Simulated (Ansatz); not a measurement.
# Stack of 1T-PtSSe under alpha-Ga2S3 ferroelectric layer, shifted by two thirds of the diagonal in a perpendicular field

Wanted: the out-of-plane response of the stack of 1T-PtSSe under alpha-Ga2S3 ferroelectric layer, shifted by two thirds of the diagonal. A positive field points along +c.

Main program and level: Ansatz 0.2.0; plane-wave DFT, PBE-D3(BJ), Ansatz PAW.

Report form: the programs' logs are mostly left out.

## (1) Set-up

The cell holds 8 atoms: 1 Se, 1 Pt, 4 S and 2 Ga. Its edges and angles: a = 3.655 Å, b = 3.655 Å, c = 53.627 Å, α = 90.0°, β = 90.0°, γ = 120.0°. Regions: layer 1: 1T-PtSSe, 3 atoms (1 Se, 1 Pt and 1 S); layer 2: alpha-Ga2S3 ferroelectric layer, 5 atoms (3 S and 2 Ga). Vacuum lies along c.

## (2) Relaxation

The starting cell is a guess, so the in-plane lattice and the atoms are relaxed first, with the slab cut off from its images along the normal.

input.yaml reads:

```yaml
crystal:
  lattice:
    - [3.655, 0.0, 0.0]
    - [-1.8275, 3.1653228508, 0.0]
    - [0.0, 0.0, 53.6266931341]
  atoms:
    - { symbol: Se, position: [0.6666666667, 0.3333333333, 0.394393142] }
    - { symbol: Pt, position: [0.0, 0.0, 0.4172918215] }
    - { symbol: S, position: [0.3333333333, 0.6666666667, 0.4339705898] }
    - { symbol: S, position: [0.6666666667, 0.3333333333, 0.4899128794] }
    - { symbol: Ga, position: [0.0, 0.0, 0.5109379428] }
    - { symbol: S, position: [0.0, 0.0, 0.5532676086] }
    - { symbol: Ga, position: [0.3333333333, 0.6666666667, 0.5822975707] }
    - { symbol: S, position: [0.6666666667, 0.3333333333, 0.605606858] }
  periodic: [true, true, false]
kpoints:
  mp_grid: { grid: [12, 12, 1] }
hamiltonian:
  xc: pbe
  dispersion: d3bj
scf:
  occupations: { method: fermi_dirac, width: 0.05 }
  convergence: { dr2_threshold: 1.0e-09 }
relax:
  f_tol: 0.004
  max_steps: 90
  cell: {}
output:
  write_potential: true
  write_density: true
  volumetric_format: npy
```

Command:

```console
ansatz run input.yaml --threads 4 --pin off --max-ram 6144MiB --backend cpu --events-out ev --progress --plain --runs-dir out
```

Elapsed: 5.4 min, on 4 threads of AMD EPYC (Zen 3), shared host; peak memory 1.3 GiB; 19 min of CPU time.

The steps of the relaxation:

| step | energy less that of the first step (eV) | largest force component (eV/Å) | volume (Å³) |
| --- | --- | --- | --- |
| 1 | 0.0000 | 3.5858 | 620.42 |
| 2 | -0.6914 | 0.6610 | 620.46 |
| 3 | -0.7682 | 0.2310 | 609.00 |
| 4 | -0.7720 | 0.0498 | 608.61 |
| 5 | -0.7732 | 0.0215 | 607.89 |
| 6 | -0.7733 | 0.0075 | 607.80 |
| 7 | -0.7733 | 0.0036 | 607.79 |
| 8* | -0.7726 | 0.0036 | 607.79 |

Relaxation steps marked * repeat the geometry before them on a plane-wave basis chosen anew for their cell, so energy and pressure can jump there.

Forces are held to the 6 operations that the run works with; a distortion that breaks them can't arise in this run.

| cell as run | before | after | change |
| --- | --- | --- | --- |
| a (Å) | 3.655 | 3.618 | -1.0 % |
| b (Å) | 3.655 | 3.618 | -1.0 % |

The atoms that moved most (Å, along periodic axes as changes of fractional coordinates times the final cell, across vacuum about the mean position):

| atom | dx | dy | dz | length |
| --- | --- | --- | --- | --- |
| S3 | 0.000 | 0.000 | 0.339 | 0.339 |
| S8 | 0.000 | 0.000 | -0.196 | 0.196 |
| Se1 | 0.000 | 0.000 | -0.107 | 0.107 |
| Ga7 | 0.000 | 0.000 | -0.089 | 0.089 |
| S4 | 0.000 | 0.000 | 0.086 | 0.086 |
| S6 | 0.000 | 0.000 | -0.063 | 0.063 |
| Pt2 | 0.000 | 0.000 | 0.027 | 0.027 |

The lattice constant a goes from 3.655 to 3.618 Å.

## (3) Atoms held, field 0, start network

A sawtooth potential applies the field, turning back in the middle of the vacuum. With the dipole correction the typed value is the field outside the slab. The induced dipole is small, so the SCF threshold is tight.

The cell differs from the one that the last finished run ended in (c 53.627 → 29.237 Å).

input.yaml reads:

```yaml
crystal:
  lattice:
    - [3.6176007707, 0.0, 0.0]
    - [-1.8088003854, 3.1329341682, 0.0]
    - [0.0, 0.0, 29.2372033941]
  atoms:
    - { symbol: Se, position: [0.6666666667, 0.3333333333, 0.3078269792] }
    - { symbol: Pt, position: [0.0, 0.0, 0.3543908374] }
    - { symbol: S, position: [0.3333333333, 0.6666666667, 0.3956596023] }
    - { symbol: S, position: [0.6666666667, 0.3333333333, 0.489607436] }
    - { symbol: Ga, position: [0.0, 0.0, 0.5253756406] }
    - { symbol: S, position: [0.0, 0.0, 0.6007388118] }
    - { symbol: Ga, position: [0.3333333333, 0.6666666667, 0.6531015002] }
    - { symbol: S, position: [0.6666666667, 0.3333333333, 0.6921730208] }
kpoints:
  mp_grid: { grid: [18, 18, 1] }
  band_path:
    path: [[0, 0, 0], [0.5, 0, 0], [0.33333333, 0.33333333, 0], [0, 0, 0]]
    npoints: 16
hamiltonian:
  xc: pbe
  dispersion: d3bj
scf:
  occupations: { method: fermi_dirac, width: 0.02585 }
  convergence: { dr2_threshold: 1.0e-10 }
efield:
  axis: 3
  dipole_correction: true
  ramp_position: 0.97
  ramp_width: 0.06
  amplitude: 0
output:
  dos: { projected: true, e_range: [-6, 5] }
  write_potential: true
  write_density: true
  volumetric_format: npy
  elf: true
```

Elapsed: 58 s, on 4 threads; peak memory 1.2 GiB.

Numbers from this step:

| Property | Result |
| --- | --- |
| dipole along the normal | -0.1195 e·Å |
| gap along the path | 0.9142 eV |
| smallest direct gap along the path | 0.9629 eV |
| step between the vacuum levels | 1.908 eV |
| ionisation energy, upper face | 6.825 eV |
| electron affinity, upper face | 5.911 eV |
| ionisation energy, lower face | 4.917 eV |
| gap, the smaller of path and mesh | 0.9142 eV |

Running mean over a fixed 2.8 Å (it still follows the layers) of the planar mean; the ramp of the sawtooth is left out. The electron's electrostatic potential energy less the Fermi level by z:

| z (Å) | electron's electrostatic potential energy less the Fermi level (eV) |
| --- | --- |
| 4 | 4.46 |
| 5 | 4.46 |
| 6 | 4.41 |
| 7 | 3.53 |
| 8 | 0.441 |
| 9 | -4.96 |
| 10 | -9.12 |
| 11 | -8.69 |
| 12 | -3.03 |
| 13 | -0.823 |
| 14 | -3.05 |
| 15 | -5.08 |
| 16 | -3.24 |
| 17 | -2.01 |
| 18 | -3.14 |
| 19 | -4.67 |
| 20 | -3.19 |
| 21 | 0.668 |
| 22 | 4.98 |
| 23 | 6.30 |
| 24 | 6.37 |
| 25 | 6.37 |
| 26 | 6.37 |

The density of states has structure finer than the step of the table below, so its rows give means over 0.25 eV, whole bins alone (the curve runs from -6 to 2.44 eV). Peaks (eV: height): -4.950: 9.62, -4.480: 11.3, -3.380: 19.2, -2.440: 8.93, -1.620: 8.86, -1.290: 21.8, -0.900: 10.9.

Density of states against energy, zero at the Fermi level of the run, which the smearing sets inside the gap; means over each step:

energy (eV), density of states (states/eV a cell) and a bar:
```
    -5.75        3.4 ############
    -5.50        2.4 #########
    -5.25        3.1 ###########
    -5.00        6.0 ######################
    -4.75        4.0 ##############
    -4.50        7.3 ##########################
    -4.25        6.0 #####################
    -4.00        5.4 ###################
    -3.75        4.5 ################
    -3.50        6.1 ######################
    -3.25        8.4 ##############################
    -3.00        6.0 #####################
    -2.75        5.0 ##################
    -2.50        6.8 ########################
    -2.25        4.8 #################
    -2.00        4.9 ##################
    -1.75        5.4 ###################
    -1.50        5.8 #####################
    -1.25        6.9 #########################
    -1.00        5.2 ##################
    -0.75        4.6 ################
    -0.50        1.6 ######
    -0.25        0.0 
     0.00        0.0 
     0.25        0.0 
     0.50        2.5 #########
     0.75        3.0 ###########
     1.00        2.4 #########
     1.25        4.8 #################
     1.50        3.2 ###########
     1.75        1.9 #######
     2.00        2.4 #########
     2.25        4.4 ################
```

Projected DOS per atom over height of the atomic layer and energy from the Fermi level. Layers: Se Pt S S Ga S Ga S from below.

Ten even steps from '0' (0.00 states/eV) to '9' (3.08 states/eV), each cell a mean:
```
00023121
00001010
22200000
43300000
33300000
00000000
00000000
00000101
00100706
21200206
32300203
22310202
23220312
22130212
25150111
19141101
02041211
17131211
14121211
36310000
12100000
24200000
```
Columns: height of the atomic layer (Å) from 9 to 20.2 (not evenly spaced); rows upwards: energy from the Fermi level (eV) from -5.96 to 2.41.

Electronic bands along the path, in eV, zero at the Fermi level of the run, which the smearing sets inside the gap:

| point | band 39 | band 40 | band 41 | band 42 | band 43 | band 44 | band 45 | band 46 |
| --- | --- | --- | --- | --- | --- | --- | --- | --- |
| Γ | -0.77 | -0.77 | -0.66 | -0.66 | 1.42 | 1.92 | 1.92 | 2.59 |
| halfway | -1.53 | -1.32 | -1.19 | -0.52 | 0.49 | 1.48 | 2.12 | 2.71 |
| M | -2.54 | -2.28 | -1.26 | -0.72 | 1.28 | 1.41 | 1.65 | 1.94 |
| halfway | -2.45 | -1.97 | -1.70 | -0.89 | 0.82 | 1.26 | 2.08 | 2.62 |
| K | -2.33 | -2.15 | -1.92 | -0.84 | 0.46 | 1.12 | 2.17 | 2.81 |
| halfway | -1.61 | -1.35 | -1.06 | -0.97 | 0.67 | 0.93 | 2.52 | 3.10 |
| Γ | -0.77 | -0.77 | -0.66 | -0.66 | 1.42 | 1.92 | 1.92 | 2.59 |

ELF in the ca plane at fractional y = 1.000, with atoms of Pt and Ga and S within 0.2 Å of it. It is the smooth field of the valence electrons, not physical close to the nuclei.

Values, 5 rows by 16 columns, each cell a mean:
```
0.01 0.08 0.29 0.58 0.41 0.12 0.03 0.19 0.14 0.35 0.67 0.71 0.18 0.09 0.05 0.01
0.13 0.45 0.50 0.29 0.40 0.38 0.13 0.56 0.40 0.22 0.54 0.52 0.27 0.58 0.45 0.10
0.24 0.65 0.60 0.23 0.49 0.54 0.20 0.70 0.51 0.09 0.13 0.18 0.32 0.77 0.66 0.20
0.08 0.33 0.42 0.34 0.36 0.28 0.10 0.46 0.32 0.28 0.68 0.66 0.23 0.44 0.32 0.06
0.01 0.05 0.30 0.64 0.48 0.11 0.02 0.16 0.12 0.34 0.58 0.61 0.18 0.04 0.02 0.00
```
Columns run along c (16.0 Å, from fractional 0.23 to 0.78 of the cell), rows up along a (3.6 Å). Atoms in or near the plane, at fractional coordinates: Pt at (0.35, 0.00), Ga at (0.53, 0.00), S at (0.60, 0.00).

Electrostatic potential energy in the ca plane at fractional y = 1.000, with atoms of Pt and Ga and S within 0.2 Å of it. With pseudopotentials it is smooth inside the atoms' cores, unlike the true potential.

Ten even steps from '0' (-39 eV) to '9' (7 eV), each cell a mean:
```
99999999999999999999971000179999998743335740
99999999999999999999985101589999999864457874
99999999999999999999888777889999999887788998
99999999999999999998788898888999998888899999
99999999999999999998778999888899998888999999
99999999999999999998888888888999998888889999
99999999999999999999987535789999999876568887
99999999999999999999983000389999999753346751
99999999999999999999971000079999998743334630
```
Columns run along c (16.0 Å, from fractional 0.06 to 0.60 of the cell; values clipped at the 3rd and 97th percentile), rows up along a (3.6 Å). Atoms in or near the plane, at fractional coordinates: Pt at (0.35, 0.00), Ga at (0.53, 0.00), S at (0.60, 0.00).

Valence density in the ca plane at fractional y = 1.000, with atoms of Pt and Ga and S within 0.2 Å of it. It is the smooth field of the valence electrons, not physical close to the nuclei.

Ten steps, logarithmic in the rise over the least value, from '0' (0 e/Å³) to '9' (29 e/Å³), each cell a mean:
```
00000013577641000000014885223223210000000000
00000012355421000000012332112332110000000000
00000111122211100000111110001111111111100000
00001111111111100001111100000000011121100000
00001111111111110001111100000000011222110000
00000111111111100000111100000111111111100000
00000011233321000000111211111222110010000000
00000012466531000000013563223333210000000000
00000013677741000000015996223213210000000000
```
Columns run along c (16.0 Å, from fractional 0.23 to 0.78 of the cell), rows up along a (3.6 Å). Atoms in or near the plane, at fractional coordinates: Pt at (0.35, 0.00), Ga at (0.53, 0.00), S at (0.60, 0.00).

The gap is 0.91 eV, with the valence edge 6.83 eV and the conduction edge 5.91 eV under the upper vacuum level. Spin-orbit coupling, left out in this run, matters for the bands of elements this heavy.

## (4) Single point, field 0.1 V/Å

Edit input.yaml of step 3 so:

```diff
@@ -28,7 +28,6 @@
   dipole_correction: true
-  ramp_position: 0.97
-  ramp_width: 0.06
-  amplitude: 0
+  ramp_position: 0.9572
+  ramp_width: 0.0804
+  amplitude: 0.1
 output:
-  dos: { projected: true, e_range: [-6, 5] }
   write_potential: true
@@ -36,2 +35 @@
   volumetric_format: npy
-  elf: true
```

Wall time 68 s (4 threads); peak memory 1.1 GiB.

The dipole is -0.0423 e·Å, 0.0772 e·Å from its value without field, and the gap 0.812 eV.

## (5) Atoms held, field -0.1 V/Å

Edit input.yaml of step 4 so:

```diff
@@ -30,3 +30,3 @@
   ramp_width: 0.0804
-  amplitude: 0.1
+  amplitude: -0.1
 output:
```

Elapsed: 71 s, on 4 threads; peak memory 1.1 GiB; 4.4 min of CPU time.

The dipole is -0.197 e·Å, -0.0770 e·Å from its value without field, and the gap 1.018 eV.

## (6) Response, atoms held

This step: plane-wave DFT, PBE-D3(BJ), Ansatz PAW; response to a field along the normal, atoms held (Ansatz 0.2.0).

The dipoles give the slope, and the difference of two potentials shows where the field is screened.

Numbers from this step:

```yaml
equivalent_conductor_thickness_p_eps_0ae: 12.31 Å
distance_between_the_outer_atoms: 11.24 Å
```

Table of dipole of the cell by applied field:

| applied field (V/Å) | dipole of the cell (e·Å) |
| --- | --- |
| -0.1000 | -0.197 |
| 0.0000 | -0.120 |
| 0.1000 | -0.0423 |

Local field over the applied field, running mean. From the potentials at -0.1 and 0.1 V/Å; running mean over 2.8 Å. Table of local field over applied field by z:

z (Å), local field over applied field and a bar:
```
      4.5      0.997 ##############################
      5.0      0.993 ##############################
      5.5      0.980 #############################
      6.0      0.950 ############################
      6.5      0.883 ##########################
      7.0      0.767 #######################
      7.5      0.618 ##################
      8.0      0.454 #############
      8.5      0.291 ########
      9.0      0.156 ####
      9.5      0.067 #
     10.0      0.028 
     10.5      0.027 
     11.0      0.062 #
     11.5      0.122 ###
     12.0      0.178 #####
     12.5      0.211 ######
     13.0      0.220 ######
     13.5      0.202 #####
     14.0      0.167 ####
     14.5      0.135 ###
     15.0      0.114 ###
     15.5      0.102 ##
     16.0      0.098 ##
     16.5      0.091 ##
     17.0      0.080 ##
     17.5      0.073 #
     18.0      0.067 #
     18.5      0.061 #
     19.0      0.071 #
     19.5      0.107 ##
     20.0      0.170 ####
     20.5      0.277 ########
     21.0      0.426 ############
     21.5      0.591 #################
     22.0      0.747 ######################
     22.5      0.875 ##########################
     23.0      0.949 ############################
     23.5      0.982 #############################
     24.0      0.994 ##############################
     24.5      0.998 ##############################
     25.0      0.999 ##############################
```

The induced electron density oscillates, so the rows of the table below give means over windows of 1 Å about each position, cut where the curve ends. Its maxima inside the range that stand out by 2 % of the span (Å: e/Å³ per V/Å): 7.9: 0.00335, 10.8: 1.3e-4, 13.4: 0.00164, 16.4: 0.00112, 17.5: 8.4e-4, 19.2: 0.00109. Its minima: 10.4: -2.8e-4, 12.3: -0.00159, 15.5: -0.00147, 17.0: 1.9e-4, 18.3: -0.00169, 21.2: -0.00363.

Electrons, planar mean, per unit field. Induced electron density against z; means over each step:

| z (Å) | induced electron density (e/Å³ per V/Å) |
| --- | --- |
| 5 | 3.2e-5 |
| 6 | 2.4e-4 |
| 7 | 0.00136 |
| 8 | 0.00285 |
| 9 | 0.00108 |
| 10 | -1.3e-4 |
| 11 | -2.9e-4 |
| 12 | -0.00128 |
| 13 | 3.0e-4 |
| 14 | 0.00111 |
| 15 | -5.3e-4 |
| 16 | 2.1e-4 |
| 17 | 5.4e-4 |
| 18 | -7.3e-4 |
| 19 | 5.6e-4 |
| 20 | -5.9e-4 |
| 21 | -0.00291 |
| 22 | -0.00156 |
| 23 | -2.3e-4 |
| 24 | -2.3e-5 |
| 25 | -2.6e-6 |

The smaller of the gaps on the path and on the k-mesh, counted as 0 under 0.03 eV. Gap against applied field:

| applied field (V/Å) | gap (eV) |
| --- | --- |
| -0.1000 | 1.02 |
| 0.0000 | 0.914 |
| 0.1000 | 0.812 |

By hand: between -0.1 and 0.1 V/Å the dipole changes by 0.1542 e·Å, a slope of 0.7710 e·Å²/V. A perfect conductor of thickness t has p = ε₀AEt, so t = 180.95 × 0.7710 / 11.334 = 12.31 Å (e/ε₀ = 180.95 V·Å, A in Å²).

The induced dipole is that of a conductor 12.31 Å thick.

## (7) What came out

| Item | Value |
| --- | --- |
| gap without field | 0.914 eV |
| ionisation energy, upper face | 6.83 eV |
| electron affinity, upper face | 5.91 eV |
| step between the vacuum levels | 1.91 eV |
| equivalent conductor thickness, atoms held | 12.3 Å |

The induced dipole equals that of a perfect conductor 12.31 Å thick, while the outer atoms lie 11.24 Å apart; an out-of-plane ε follows only once a thickness t is chosen, by 1 − 1/ε = 12.31 Å / t. The two faces differ: the vacuum level above lies 1.91 eV higher than the one below. The gap goes from 0.91 eV to 1.02 eV at -0.1 V/Å. With the field reversed the gap is 0.81 eV at 0.1 V/Å. Semilocal functionals give gaps that are too small, and excitons are not included. Spin-orbit coupling is left out, which matters for the bands of elements this heavy.

[Logs are printed without paths, hosts, clocks, repeated set-up lines and the standing remarks that a program may print on its own settings, such as how far it seeks lower states.]

[Hosts, paths, dates, database ids (printed as entryN), source tags and the programs' standing remarks are cut or masked in the printed files.]

[Maps of the electrostatic potential energy from Ansatz leave out the sawtooth potential of an applied field or a dipole correction, so their vacuum need not be flat; planar profiles and work functions include it.]

[The density of states shown here was stored with 400 of the rows of the run's finer table, so its peaks can read low, often by over a quarter, or be missed, and its means over a window can be off by a tenth or more.]
